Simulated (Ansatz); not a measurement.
**MgF$_{2}$: excitons and shallow donors from band masses and screening**

Theory: Ansatz 0.2.0, DFT PBE, scalar-relativistic, plane waves, PAW.

Settings: cutoff 420 eV, Γ-centred mesh 6×6×8 on the computed 6-atom cell, Gaussian smearing of 0.02 eV; no spin polarisation.

Relaxed cell: P4_2/mnm, a = 4.698 Å, b = 4.698 Å, c = 3.093 Å, α = 90.00°, β = 90.00°, γ = 90.00°, 6 atoms in the primitive cell.

The calculation gives a Kohn–Sham gap of 6.84 eV, an electron mass of 0.528 mₑ and a hole mass of 2.87 mₑ (harmonic means over x, y, z and over the bands degenerate at each edge), and ε∞ = 2.04 (independent particles, mean of the diagonal). Masses and screening differ among the axes, which the isotropic model averages.

Task: Estimate the binding energy and radius of a Wannier–Mott exciton and of a shallow donor, and say whether the hydrogenic model can hold.

Result: The reduced mass is μ = mₙmₕ/(mₙ + mₕ) = 0.446 mₑ, with mₙ and mₕ the band masses. With E_b = 13.606 eV × μ/ε² and a = 0.529 Å × ε/μ (μ in mₑ) the exciton has E_b = 1453 meV and a = 2.4 Å. For a donor μ is the electron mass: 1721 meV and 2.0 Å. The radius isn't large against the shortest lattice vector (3.09 Å), so the continuum picture is doubtful and the numbers are only a scale. In a polar crystal the ions screen too, so a state bound more weakly than an optical phonon feels the larger static constant, which lowers the energy and widens the orbit. The other way, the small Kohn–Sham gap and the missing local fields make ε∞ too large and the masses tend to be too light, which underbinds.